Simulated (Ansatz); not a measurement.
**Density of states of HgS**

```cif
data_structure
_symmetry_space_group_name_H-M 'P 1'
_symmetry_Int_Tables_number 1
_cell_length_a 4.1422
_cell_length_b 4.1422
_cell_length_c 4.1422
_cell_angle_alpha 60.000
_cell_angle_beta 60.000
_cell_angle_gamma 60.000
_cell_volume 50.26
loop_
_atom_site_label
_atom_site_type_symbol
_atom_site_fract_x
_atom_site_fract_y
_atom_site_fract_z
_atom_site_occupancy
Hg1 Hg 0.00000 0.00000 0.00000 1
S1 S 0.75000 0.75000 0.75000 1
```

The runs use the primitive cell with vectors (0.000, 2.929, 2.929), (2.929, 0.000, 2.929), (2.929, 2.929, 0.000) Å, to which the k mesh refers.

Conventional cell: a = 5.858 Å, b = 5.858 Å, c = 5.858 Å, α = 90.00°, β = 90.00°, γ = 90.00°. Hg (atom 1) is surrounded by 4 S at 2.54 Å. Around S (atom 2) lie 4 Hg at 2.54 Å.

The cell is COD entry 1011368, as deposited and not checked against the literature; nothing was relaxed.

Spin–orbit coupling is left out, though it moves levels of the heavy atoms by tenths of an eV or more.

The calculation used DFT, PBEsol, all-electron LAPW, scalar-relativistic (Ansatz 0.2.0).

Numerical set-up: a Γ-centred 8×8×8 k mesh, Fermi–Dirac smearing of 0.02 eV, basis error target 1 meV/atom, no spin polarisation.

States per eV and cell, averaged over 0.6 eV, from -5.8 to 3.6 eV, with energies (bin centres) from the Fermi level; empty bins are left out. The partial columns, the largest 4 alone, are projections on Löwdin-orthogonalised atomic shells (those that the program's projection atoms carry: the occupied ones and, for some elements, an empty d or f shell; other empty shells have no column), summed over atoms of an element. Weights on diffuse s and p shells depend on that basis and aren't pure angular character.

| E (eV) | total | S 3p | Hg 5d | Hg 6s | S 3s |
| --- | --- | --- | --- | --- | --- |
| -5.6 | 1.22 | 0.12 | 0.93 | 0.11 | 0.05 |
| -5.0 | 1.48 | 0.57 | 0.45 | 0.37 | 0.08 |
| -4.4 | 0.78 | 0.29 | 0.24 | 0.18 | 0.06 |
| -3.8 | 0.46 | 0.17 | 0.13 | 0.10 | 0.05 |
| -3.2 | 0.28 | 0.11 | 0.07 | 0.06 | 0.03 |
| -2.6 | 1.57 | 1.20 | 0.21 | 0.06 | 0.03 |
| -2.0 | 2.01 | 1.59 | 0.27 | 0.05 | 0.02 |
| -1.4 | 1.99 | 1.60 | 0.27 | 0.03 | 0.01 |
| -0.8 | 1.15 | 0.94 | 0.17 | 0.01 | 0.00 |
| -0.2 | 0.25 | 0.21 | 0.04 | 0.00 | 0.00 |
| 0.4 | 0.02 | 0.01 | 0.00 | 0.00 | 0.00 |
| 1.0 | 0.09 | 0.04 | 0.00 | 0.04 | 0.01 |
| 1.6 | 0.38 | 0.13 | 0.00 | 0.18 | 0.03 |
| 2.2 | 0.75 | 0.27 | 0.01 | 0.36 | 0.04 |
| 2.8 | 1.06 | 0.39 | 0.01 | 0.50 | 0.04 |
| 3.4 | 1.11 | 0.40 | 0.01 | 0.47 | 0.01 |

Question: Where is the centre of the filled Hg 5d states between -14 eV and the top of the filled states?

Answer: -6.17 eV from the Fermi level.
